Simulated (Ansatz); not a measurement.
Crystal: CuO.

```xyz
4
Lattice="3.4221 0.0000 0.0000 0.0000 3.4221 0.0000 0.0000 0.0000 4.2605" Properties=species:S:1:pos:R:3 pbc="T T T"
Cu    0.0000    1.7110    0.0000
Cu    1.7110    0.0000    2.1302
O     0.0000    0.0000    1.0651
O     0.0000    0.0000    3.1953
```

Measurements of this composition are mostly on another form, of space group No. 15.

```yaml
Program: Ansatz 0.2.0
Task: single point
Functional: PBE
Potentials_or_basis: Ansatz PAW
Cutoff: "420 eV (not typed: the program's choice for these potentials)"
k_mesh: 8 × 8 × 6
Occupations: fermi-dirac, width 0.05 eV
Spin: no spin polarisation
```

On this cell: pressure -2.8 GPa; largest force under 0.003 eV/Å; band gap on the k mesh none (metal or under the smearing width).

The same run follows on a disturbed copy (atoms moved at random, drawn with an rms of 0.05 Å):

```
Cu O
1.0
     3.42205    0.00000    0.00000
     0.00000    3.42205    0.00000
     0.00000    0.00000    4.26046
Cu O
2 2
Direct
  0.00418 0.49336 0.98239
  0.50524 0.99072 0.50765
  0.99230 0.99619 0.25335
  0.99293 0.99792 0.74435
```

Problem. What changes?

Solution. The energy (extrapolated to zero smearing) moves by +14.2 meV/atom; pressure -2.3 GPa; largest force 0.720 eV/Å; band gap on the k mesh none (metal or under the smearing width).

Forces on the atoms (eV/Å):
```
Cu  -0.179  0.133  0.608
Cu  -0.493  0.092 -0.443
O    0.307 -0.099 -0.644
O    0.365 -0.126  0.479
```

Stress tensor (GPa, compression positive):
```
-13.95   0.04   0.25
  0.04 -14.51   0.15
  0.25   0.15  21.48
```

Caveats: the run has no spin polarisation, though such a crystal can be magnetic; semilocal functionals often make such compounds metallic where correlation or magnetic order opens a gap, which also shifts bond lengths.
